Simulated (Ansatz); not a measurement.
**SiC: sliding across a plane**

The task, for SiC: slide the crystal rigidly across a (1 -1 1) plane.

The COD entry's cell or inner coordinates are ideal or old and differ from later refinements, so a difference from it is no clean test against experiment.

Computed with Ansatz 0.2.0 (DFT r2SCAN, scalar-relativistic, plane waves, PAW, unless a step's input says otherwise).

2 further runs of the same task are left out: 2 set aside as unsound or not needed. Runs told in other sessions of the task aren't counted.

## Step 1: The starting structure

The structure is cubic, space group F-43m (No. 216). Conventional cell: a = 4.356 Å, b = 4.356 Å, c = 4.356 Å, α = 90.00°, β = 90.00°, γ = 90.00°. Si (site symmetry -43m) has 4 C at 1.89 Å in its first shell of neighbours. C (site symmetry -43m) has 4 Si at 1.89 Å in its first shell of neighbours.

Structure file:

```
CELL_PARAMETERS angstrom
2.17814 -2.17814 0.00000
2.17814 0.00000 -2.17814
8.71258 8.71258 8.71258
ATOMIC_POSITIONS crystal
Si 0.00000 0.00000 0.50000
Si 0.33333 0.33333 0.33333
Si 0.66667 0.66667 0.66667
Si 0.00000 0.00000 0.00000
Si 0.33333 0.33333 0.83333
Si 0.66667 0.66667 0.16667
C 0.66667 0.66667 0.54167
C 0.00000 0.00000 0.37500
C 0.33333 0.33333 0.70833
C 0.66667 0.66667 0.04167
C 0.00000 0.00000 0.87500
C 0.33333 0.33333 0.20833
```

It is built from the cell relaxed beforehand with the same method (10.33 Å³/atom).

## Step 2: Zero of energy

The cell is repeated 6 times, 12 atoms in all. Reference values: F = -5348.0038 eV; pressure 0.01 GPa; largest force 0.000 eV/Å; gap on the mesh 1.71 eV. It was computed beforehand with the settings of the runs below.

## Step 3: Next: sliding across a plane

The cut lies on the cell's a–b face, a (1 -1 1) plane of area 8.22 Å², between layers 1.89 Å apart (C below, Si above); the cell is 15.1 Å thick. Vector c is tilted by f times 1·a + 0·b (length 3.080 Å) with the atoms' Cartesian places fixed: one unrelaxed fault per cell.

## Step 4: At f = 0.200

Contents of input.yaml:

```yaml
crystal:
  lattice:
    - [2.1781449867, -2.1781449867, 0.0]
    - [2.1781449867, 0.0, -2.1781449867]
    - [9.1482089442, 8.2769509496, 8.7125799469]
  atoms:
    - { symbol: Si, position: [0.92084, 0.0, 0.3958] }
    - { symbol: Si, position: [0.2875066667, 0.3333333333, 0.2291333333] }
    - { symbol: Si, position: [0.5541733333, 0.6666666667, 0.5624666667] }
    - { symbol: Si, position: [0.82084, 1.0, 0.8958] }
    - { symbol: Si, position: [0.1875066667, 0.3333333333, 0.7291333333] }
    - { symbol: Si, position: [0.6541733333, 0.6666666667, 0.0624666667] }
    - { symbol: C, position: [0.5791733333, 0.6666666667, 0.4374666667] }
    - { symbol: C, position: [-0.05416, 0.0, 0.2708] }
    - { symbol: C, position: [0.2125066667, 0.3333333333, 0.6041333333] }
    - { symbol: C, position: [0.4791733333, 0.6666666667, 0.9374666667] }
    - { symbol: C, position: [-0.15416, 0.0, 0.7708] }
    - { symbol: C, position: [0.3125066667, 0.3333333333, 0.1041333333] }
basis:
  ecutwfc: 500
kpoints:
  mp_grid: { grid: [10, 10, 2] }
hamiltonian:
  xc: r2scan
scf:
  occupations: { method: gaussian, width: 0.05 }
output:
  forces: true
  stress: true
  eigenvalues: true
```

Launch:

```
> ansatz run input.yaml --threads 2 --pin off --max-ram 5120MiB --backend cpu --events-out ev --progress --plain --runs-dir out
```

The log of the run, cut to the lines that bear on the results:

```text
Warning: RAYON_NUM_THREADS=2 ignored (pool sized by the plan → 2); use --threads N
[...]
Pseudopotentials: kind: paw
Pseudopotential: Si, paw, valence charge 4, recommended cutoff 500 eV (meta_gga), Si.paw.azcp
Pseudopotential: C, paw, valence charge 4, recommended cutoff 500 eV (meta_gga), C.paw.azcp
Functional definition: r2SCAN
[...]
Crystal: 12 atoms, lattice volume = 124.006 Å³
Basis set: ecut = 500 eV, 3181 PW (Γ), exchange–correlation on 96×96×480 points (64 copies of the dense FFT grid, shifted against one another)
Bands: 36, of which v1, the nominal top of the filled ones, is band 24 counted from 1 (23 counted from 0)
Symmetry: 1 space group operations
Space group: P1 (ITA 1), of the structure as read, at distance tolerance 5.0e-5 Å
k-points: 104 of 200 (time reversal used)
[...]
SCF iter   1: F=—  HF=-5347.112541 eV  |F-HF|=—  |Δ(HF+E_count)|=         —  Δρ=6.06e-3  dr2=3.47e-2  dr2_τ=1.15e0  ethr=1.77e-3  ⟨swp⟩=6.8  Hψ=19900  notcnv=0  defer=118
[...]
SCF iter   9: F=-5347.378608 eV  HF=-5347.378608 eV  |F-HF|=1.13e-8  |Δ(HF+E_count)|=   3.18e-7  Δρ=7.68e-6  dr2=5.03e-8  dr2_τ=8.75e-10  ethr=2.08e-10  ⟨swp⟩=9.6  Hψ=16839  notcnv=0
[...]
SCF converged after 9 iterations
Free energy (F): -5347.378608 eV
[...]
E sigma→0 (E₀):  -5347.378608 eV
Fermi energy:    10.281440 eV
[...]
--- Forces (eV/Å), atoms counted from 1 ---
  atom   1  Si     0.01207090     0.04189175     0.02913238
  atom   2  Si    -0.05142362     0.13209465     0.11277172
  atom   3  Si     0.02250572     0.03099118     0.02724017
  atom   4  Si    -0.01696848    -0.05415075    -0.23706561
  atom   5  Si     0.00626690     0.04649366     0.02766411
  atom   6  Si    -1.43610587     0.96640079    -0.21196141
  atom   7  C     -0.02583286    -0.02854240    -0.02584293
  atom   8  C     -0.04042318    -0.00316176    -0.02378551
[...]
--- Stress (GPa, compression-positive) ---
       -5.735189       0.659429      -2.852797
        0.659431       2.973813       3.675621
       -2.852796       3.675620       1.543698
  P = ⅓ Tr σ = -0.4059 GPa (-4.059 kbar)
--- Band table (eV; the first three rows and the last of 104) ---
[...]
```

Run time: 25 s. Hardware: 2 threads of Oxide Virtual Turin-like (Zen 5), shared host; peak memory 0.9 GiB.

## Step 5: At f = 0.400

Contents of input.yaml:

```yaml
crystal:
  lattice:
    - [2.1781449867, -2.1781449867, 0.0]
    - [2.1781449867, 0.0, -2.1781449867]
    - [9.5838379416, 7.8413219522, 8.7125799469]
  atoms:
    - { symbol: Si, position: [0.84168, 0.0, 0.3958] }
    - { symbol: Si, position: [0.24168, 0.3333333333, 0.2291333333] }
    - { symbol: Si, position: [0.44168, 0.6666666667, 0.5624666667] }
    - { symbol: Si, position: [0.64168, 1.0, 0.8958] }
    - { symbol: Si, position: [0.04168, 0.3333333333, 0.7291333333] }
    - { symbol: Si, position: [0.64168, 0.6666666667, 0.0624666667] }
    - { symbol: C, position: [0.49168, 0.6666666667, 0.4374666667] }
    - { symbol: C, position: [-0.10832, 0.0, 0.2708] }
    - { symbol: C, position: [0.09168, 0.3333333333, 0.6041333333] }
    - { symbol: C, position: [0.29168, 0.6666666667, 0.9374666667] }
    - { symbol: C, position: [-0.30832, 0.0, 0.7708] }
    - { symbol: C, position: [0.29168, 0.3333333333, 0.1041333333] }
basis:
  ecutwfc: 500
kpoints:
  mp_grid: { grid: [10, 10, 2] }
hamiltonian:
  xc: r2scan
scf:
  occupations: { method: gaussian, width: 0.05 }
output:
  forces: true
  stress: true
  eigenvalues: true
```

Launch:

```
> ansatz run input.yaml --threads 2 --pin off --max-ram 5120MiB --backend cpu --events-out ev --progress --plain --runs-dir out
```

The log of the run, cut to the lines that bear on the results:

```text
Warning: RAYON_NUM_THREADS=2 ignored (pool sized by the plan → 2); use --threads N
[...]
[... 4 set-up lines as earlier in the session ...]
[...]
Crystal: 12 atoms, lattice volume = 124.006 Å³
Basis set: ecut = 500 eV, 3185 PW (Γ), exchange–correlation on 96×96×480 points (64 copies of the dense FFT grid, shifted against one another)
Bands: 36, of which v1, the nominal top of the filled ones, is band 24 counted from 1 (23 counted from 0)
[... 2 set-up lines as earlier in the session ...]
k-points: 104 of 200 (time reversal used)
[...]
SCF converged after 10 iterations
Free energy (F): -5346.086816 eV
[...]
E sigma→0 (E₀):  -5346.086816 eV
Fermi energy:    10.276952 eV
[...]
--- Forces (eV/Å), atoms counted from 1 ---
  atom   1  Si     0.03674929     0.06413260     0.05799268
  atom   2  Si     0.02138708     0.14408084     0.37364838
  atom   3  Si     0.04610187     0.05381593     0.05325367
  atom   4  Si     0.03372252     0.08787664    -0.42328173
  atom   5  Si     0.03027726     0.06933436     0.05362211
  atom   6  Si    -1.21745502     0.74143735    -0.35986669
  atom   7  C     -0.05153775    -0.05589485    -0.04823139
  atom   8  C     -0.05060855    -0.01792245    -0.05270020
[...]
--- Stress (GPa, compression-positive) ---
       -7.505920       2.299879      -0.737425
        2.299880      -0.441840       4.462105
       -0.737426       4.462104       4.695935
  P = ⅓ Tr σ = -1.0839 GPa (-10.839 kbar)
--- Band table (eV; the first three rows and the last of 104) ---
[...]
```

It took 37 s on 2 threads of Oxide Virtual Turin-like (Zen 5), shared host; peak memory 0.92 GiB.

## Step 6: Point f = 0.100

Contents of input.yaml:

```yaml
crystal:
  lattice:
    - [2.1781449867, -2.1781449867, 0.0]
    - [2.1781449867, 0.0, -2.1781449867]
    - [8.9303944456, 8.4947654482, 8.7125799469]
  atoms:
    - { symbol: Si, position: [0.96042, 0.0, 0.3958] }
    - { symbol: Si, position: [0.31042, 0.3333333333, 0.2291333333] }
    - { symbol: Si, position: [0.61042, 0.6666666667, 0.5624666667] }
    - { symbol: Si, position: [0.91042, 1.0, 0.8958] }
    - { symbol: Si, position: [0.26042, 0.3333333333, 0.7291333333] }
    - { symbol: Si, position: [0.66042, 0.6666666667, 0.0624666667] }
    - { symbol: C, position: [0.62292, 0.6666666667, 0.4374666667] }
    - { symbol: C, position: [-0.02708, 0.0, 0.2708] }
    - { symbol: C, position: [0.27292, 0.3333333333, 0.6041333333] }
    - { symbol: C, position: [0.57292, 0.6666666667, 0.9374666667] }
    - { symbol: C, position: [-0.07708, 0.0, 0.7708] }
    - { symbol: C, position: [0.32292, 0.3333333333, 0.1041333333] }
basis:
  ecutwfc: 500
kpoints:
  mp_grid: { grid: [10, 10, 2] }
hamiltonian:
  xc: r2scan
scf:
  occupations: { method: gaussian, width: 0.05 }
output:
  forces: true
  stress: true
  eigenvalues: true
```

Launch:

```
> ansatz run input.yaml --threads 2 --pin off --max-ram 5120MiB --backend cpu --events-out ev --progress --plain --runs-dir out
```

The log of the run, cut to the lines that bear on the results:

```text
[...]
SCF converged after 9 iterations
Free energy (F): -5347.843493 eV
[...]
E sigma→0 (E₀):  -5347.843493 eV
Fermi energy:    10.263456 eV
[...]
--- Forces (eV/Å), atoms counted from 1 ---
  atom   1  Si    -0.00004300     0.01583079     0.00848754
  atom   2  Si    -0.04046271     0.06317598     0.02930755
  atom   3  Si     0.00560689     0.01001708     0.00792229
  atom   4  Si     0.01039491    -0.03748098    -0.07045400
  atom   5  Si    -0.00282415     0.01835811     0.00807984
  atom   6  Si    -0.73071425     0.55409673    -0.07750307
  atom   7  C     -0.00727164    -0.00847236    -0.00754881
  atom   8  C     -0.01704119     0.00375040    -0.00682347
[...]
--- Stress (GPa, compression-positive) ---
       -2.694056       0.127063      -1.714437
        0.127062       1.935158       1.866656
       -1.714438       1.866657       0.397972
  P = ⅓ Tr σ = -0.1203 GPa (-1.203 kbar)
--- Band table (eV; the first three rows and the last of 104) ---
[...]
```

Wall time 37 s (2 threads of Oxide Virtual Turin-like (Zen 5), shared host); peak memory 0.92 GiB.

## Step 7: Point f = 0.300

Contents of input.yaml:

```yaml
crystal:
  lattice:
    - [2.1781449867, -2.1781449867, 0.0]
    - [2.1781449867, 0.0, -2.1781449867]
    - [9.3660234429, 8.0591364509, 8.7125799469]
  atoms:
    - { symbol: Si, position: [0.88126, 0.0, 0.3958] }
    - { symbol: Si, position: [0.2645933333, 0.3333333333, 0.2291333333] }
    - { symbol: Si, position: [0.4979266667, 0.6666666667, 0.5624666667] }
    - { symbol: Si, position: [0.73126, 1.0, 0.8958] }
    - { symbol: Si, position: [0.1145933333, 0.3333333333, 0.7291333333] }
    - { symbol: Si, position: [0.6479266667, 0.6666666667, 0.0624666667] }
    - { symbol: C, position: [0.5354266667, 0.6666666667, 0.4374666667] }
    - { symbol: C, position: [-0.08124, 0.0, 0.2708] }
    - { symbol: C, position: [0.1520933333, 0.3333333333, 0.6041333333] }
    - { symbol: C, position: [0.3854266667, 0.6666666667, 0.9374666667] }
    - { symbol: C, position: [-0.23124, 0.0, 0.7708] }
    - { symbol: C, position: [0.3020933333, 0.3333333333, 0.1041333333] }
basis:
  ecutwfc: 500
kpoints:
  mp_grid: { grid: [10, 10, 2] }
hamiltonian:
  xc: r2scan
scf:
  occupations: { method: gaussian, width: 0.05 }
output:
  forces: true
  stress: true
  eigenvalues: true
  write_density: true
  write_potential: true
  elf: true
  volumetric_format: npy
```

Launch:

```
> ansatz run input.yaml --threads 2 --pin off --max-ram 5120MiB --backend cpu --events-out ev --progress --plain --runs-dir out
```

The log of the run:

```text
[... 38 lines left out ...]
SCF 1 converged in 10 iterations: F = -5346.707786 eV  dr2 = 1.36e-8
SCF converged after 10 iterations
Free energy (F): -5346.707786 eV
Harris-Foulkes:  -5346.707786 eV  (|F-HF|=3.60e-9)
Internal energy: -5346.707786 eV  (E = F + TS)
E sigma→0 (E₀):  -5346.707786 eV
Fermi energy:    10.243412 eV
--- Per-component energies (eV) ---
  E_band       = 155.730346
  E_kinetic    = 814.207902
  E_local      = -612.195490  (includes V_loc(G=0)·N_el)
  E_nonlocal   = 301.757055
  E_hartree    = 191.879502
  E_xc         = -607.293702
  E_vxc        = -710.757262  (∫ρ·V_xc dr)
  E_paw        = -3721.419277  (= ΣΔE_a)
  E_vpaw       = -54.470014  (= ΣTr[D̂ρ^β])
  E_aug_tail   = 0.000049  (compensation charges beyond the density's cutoff)
  E_vtau       = 33.429034  (kinetic-family band-sum trace: ∫τ·v_τ [+ j·A + Jᵃ·Aᵃ] dr)
  E_ewald      = -1713.036585
  E_core_change = -0.607240  (= ΣΔE_core)
  E_smearing   = -0.000000  (= −TS)
  E_closure    = -0.000000  (closes the sum)
  Σ components = -5346.707786   (vs F -5346.707786, Δ=0.00e0)
--- Forces (eV/Å), atoms counted from 1 ---
  atom   1  Si     0.02606955     0.06380172     0.04910182
  atom   2  Si    -0.03022769     0.17339765     0.23861916
  atom   3  Si     0.03949924     0.05030890     0.04632955
  atom   4  Si    -0.03254143     0.00115518    -0.38126827
  atom   5  Si     0.01849021     0.06985221     0.04711394
  atom   6  Si    -1.69549253     1.13444367    -0.30125022
  atom   7  C     -0.04415145    -0.04877677    -0.04313640
  atom   8  C     -0.05586960    -0.01077629    -0.04221112
  atom   9  C     -0.02341259    -0.07151283    -0.04859187
  atom  10  C      1.71241476    -1.19044417    -0.08094543
  atom  11  C      0.10366480    -0.25165506    -0.07759538
  atom  12  C     -0.01841312     0.08023360     0.59385581
  max |Σ_I F_I| component: 3.02e-5 eV/Å
--- Stress (GPa, compression-positive) ---
       -7.864921       1.587479      -2.735319
        1.587478       2.513316       4.875926
       -2.735318       4.875928       3.179036
  P = ⅓ Tr σ = -0.7242 GPa (-7.242 kbar)
--- Band table (eV; the first three rows and the last of 104) ---
  k-point 0: bands = ["-6.8164", "-6.2645", "-6.1978", "-4.6984", "-4.6240", "-3.1548", "0.6069", "2.9335", "3.1170", "6.8939", "7.1100", "8.2287", "8.2620", "8.4183", "8.4865", "8.5722", "8.7086", "8.7956", "8.9980", "9.0916", "9.1960", "9.3378", "9.4375", "9.8201", "14.7906", "15.3872", "15.6402", "15.8030", "16.2583", "16.3307", "16.7517", "17.0576", "17.1993", "17.2705", "17.3987", "17.4259"]
  k-point 1: bands = ["-6.7350", "-6.5883", "-5.5786", "-5.5306", "-3.7613", "-3.6169", "1.2741", "1.4718", "4.8887", "5.0970", "8.2128", "8.2485", "8.3898", "8.4640", "8.4966", "8.6227", "8.7013", "8.7721", "8.9294", "8.9994", "9.1782", "9.3159", "9.4234", "9.5509", "14.8230", "15.3986", "15.5858", "15.9484", "16.1116", "16.4800", "16.7472", "17.1620", "17.2065", "17.2803", "17.3672", "17.3934"]
  k-point 2: bands = ["-6.6360", "-6.0868", "-6.0197", "-4.5314", "-4.4555", "-3.0054", "0.7722", "3.0458", "3.2337", "6.7646", "7.0023", "7.3091", "7.4917", "7.8953", "8.0281", "8.1072", "8.2043", "8.3784", "8.4996", "8.6861", "8.8326", "8.9497", "9.2789", "9.7364", "14.8419", "15.5429", "15.7448", "16.1131", "16.2610", "16.7776", "16.8652", "17.0124", "17.2122", "17.2888", "17.3876", "17.4675"]
  k-point 103: bands = ["-3.2173", "-2.9810", "-2.8573", "-2.4149", "-2.1300", "-1.8120", "0.7237", "0.8881", "1.1024", "1.6551", "2.1406", "2.3294", "4.9348", "5.1502", "5.6524", "6.1105", "6.2785", "6.7786", "6.8778", "7.0551", "7.4044", "7.6779", "8.0258", "8.1730", "11.6537", "11.8522", "13.1321", "13.6130", "14.1663", "14.8327", "15.3140", "15.5745", "15.8352", "16.7361", "17.5436", "17.7076"]
```

It took 44 s on 2 threads of Oxide Virtual Turin-like (Zen 5), shared host; peak memory 0.92 GiB.

Density in a lattice plane of the grid's cell (edges 3.08 and 15.12 Å, at 0.000 of the third edge), which holds Si and C.

Ten even steps from ' ' (0.05 e/Å³) to '@' (1.66 e/Å³):
```
::::::......
::::::::    
..    ..----
--    ::%%@@
++::..==@@@@
............
  ....      
  --==::    
  ..::..    
    ..      
..::::::....
  ::::::::  
--..    ..--
%%::    --%%
@@++::..==@@
............
    ....    
    --==::  
    ..::..  
            
```
Columns run along the first of these edges and rows up along the second, over one cell in 6 and 20 even steps from the bottom left corner. Atoms in the plane (fractional): Si at (0.88, 0.40), Si at (0.73, 0.90), C at (0.92, 0.27), C at (0.77, 0.77).

ELF in the same plane.

Ten even steps from '0' (0.02) to '9' (0.91):
```
776624
778732
411488
732777
975964
432444
046300
289810
168610
023210
476762
187853
831158
772277
596595
443244
015620
038971
016871
133210
```
Columns run along the first of these edges and rows up along the second, over one cell in 6 and 20 even steps from the bottom left corner. Atoms in the plane (fractional): Si at (0.88, 0.40), Si at (0.73, 0.90), C at (0.92, 0.27), C at (0.77, 0.77).

Both are smooth fields of the valence electrons: close to the nuclei they are not physical.

Outside the cores ELF peaks at 0.94 on the C–Si line, 0.9 Å from C.

## Step 8: f = 0.500

Contents of input.yaml:

```yaml
crystal:
  lattice:
    - [2.1781449867, -2.1781449867, 0.0]
    - [2.1781449867, 0.0, -2.1781449867]
    - [9.8016524402, 7.6235074536, 8.7125799469]
  atoms:
    - { symbol: Si, position: [0.8021, 0.0, 0.3958] }
    - { symbol: Si, position: [0.2187666667, 0.3333333333, 0.2291333333] }
    - { symbol: Si, position: [0.3854333333, 0.6666666667, 0.5624666667] }
    - { symbol: Si, position: [0.5521, 1.0, 0.8958] }
    - { symbol: Si, position: [-0.0312333333, 0.3333333333, 0.7291333333] }
    - { symbol: Si, position: [0.6354333333, 0.6666666667, 0.0624666667] }
    - { symbol: C, position: [0.4479333333, 0.6666666667, 0.4374666667] }
    - { symbol: C, position: [-0.1354, 0.0, 0.2708] }
    - { symbol: C, position: [0.0312666667, 0.3333333333, 0.6041333333] }
    - { symbol: C, position: [0.1979333333, 0.6666666667, 0.9374666667] }
    - { symbol: C, position: [-0.3854, 0.0, 0.7708] }
    - { symbol: C, position: [0.2812666667, 0.3333333333, 0.1041333333] }
basis:
  ecutwfc: 500
kpoints:
  mp_grid: { grid: [10, 10, 2] }
hamiltonian:
  xc: r2scan
scf:
  occupations: { method: gaussian, width: 0.05 }
output:
  forces: true
  stress: true
  eigenvalues: true
```

Launch:

```
> ansatz run input.yaml --threads 2 --pin off --max-ram 5120MiB --backend cpu --events-out ev --progress --plain --runs-dir out
```

The log of the run, cut to the lines that bear on the results:

```text
Warning: crystal.symmetry: narrowed to the stabiliser of the k-point mesh — unitary ops 2 → 1; excluded 1 operation that carries a point of the 10×10×2 mesh (shift [0, 0, 0]) off the mesh (the run samples exactly the mesh kpoints.mp_grid names, as under crystal.symmetry.detect: false, and [...]
Warning: RAYON_NUM_THREADS=2 ignored (pool sized by the plan → 2); use --threads N
[...]
[... 4 set-up lines as earlier in the session ...]
[...]
Crystal: 12 atoms, lattice volume = 124.006 Å³
Basis set: ecut = 500 eV, 3179 PW (Γ), exchange–correlation on 96×96×480 points (64 copies of the dense FFT grid, shifted against one another)
Bands: 36, of which v1, the nominal top of the filled ones, is band 24 counted from 1 (23 counted from 0)
[... 1 set-up line as earlier in the session ...]
k-points: 104 of 200 (time reversal used)
[...]
SCF iter   1: F=—  HF=-5345.576814 eV  |F-HF|=—  |Δ(HF+E_count)|=         —  Δρ=7.04e-3  dr2=8.51e-2  dr2_τ=1.12e0  ethr=1.77e-3  ⟨swp⟩=6.7  Hψ=19936  notcnv=0  defer=155
[...]
SCF iter  10: F=-5345.837105 eV  HF=-5345.837105 eV  |F-HF|=3.30e-10  |Δ(HF+E_count)|=   2.76e-8  Δρ=3.83e-6  dr2=1.69e-8  dr2_τ=5.42e-10  ethr=2.08e-10  ⟨swp⟩=11.6  Hψ=15045  notcnv=0
[...]
SCF converged after 10 iterations
Free energy (F): -5345.837105 eV
[...]
E sigma→0 (E₀):  -5345.837105 eV
Fermi energy:    10.473248 eV
[...]
--- Forces (eV/Å), atoms counted from 1 ---
  atom   1  Si     0.04938991     0.04939426     0.06012926
  atom   2  Si     0.07710339     0.07711309     0.42770316
  atom   3  Si     0.04772469     0.04772497     0.05214598
  atom   4  Si     0.10266629     0.10266295    -0.42088712
  atom   5  Si     0.04830806     0.04831961     0.05170231
  atom   6  Si    -0.19870428    -0.19869723    -0.35406542
  atom   7  C     -0.05245697    -0.05245401    -0.04687418
  atom   8  C     -0.03227095    -0.03229695    -0.05188842
[...]
--- Stress (GPa, compression-positive) ---
       -4.561910       2.478761       2.264646
        2.478761      -4.561598       2.264885
        2.264646       2.264885       5.313390
  P = ⅓ Tr σ = -1.2700 GPa (-12.700 kbar)
--- Band table (eV; the first three rows and the last of 104) ---
[...]
```

Run time: 38 s. Hardware: 2 threads of Oxide Virtual Turin-like (Zen 5), shared host; peak memory 0.91 GiB.

## Step 9: All points together

Collected from the runs (energy zero: the undisturbed cell):

| f | γ (mJ/m²) | shear traction (GPa) | gap on the mesh (eV) |
| --- | --- | --- | --- |
| 0.000 | 0 | 0.0 | 1.71 |
| 0.100 | 313 | 20.2 | 1.46 |
| 0.200 | 1219 | 37.7 | 1.14 |
| 0.300 | 2527 | 44.5 | 0.85 |
| 0.400 | 3738 | 30.3 | 0.89 |
| 0.500 | 4225 | 0.0 | 1.33 |

Not run, since symmetry makes them alike: 0.600 repeats 0.400, 0.800 repeats 0.200, 0.700 repeats 0.300, 0.900 repeats 0.100. Energy, pressure and gap are the same there.

## Step 10: Results

```
                      quantity                    value
  highest fault energy sampled  4225 mJ/m² at f = 0.500
largest shear traction sampled                 44.5 GPa
```

**Reading.** The highest point computed is 4225 mJ/m², at f = 0.500; the true top can lie between points. Nothing is relaxed, so these energies are upper bounds; letting the layers move apart would lower them. The gap on the mesh stays between 0.85 and 1.71 eV.
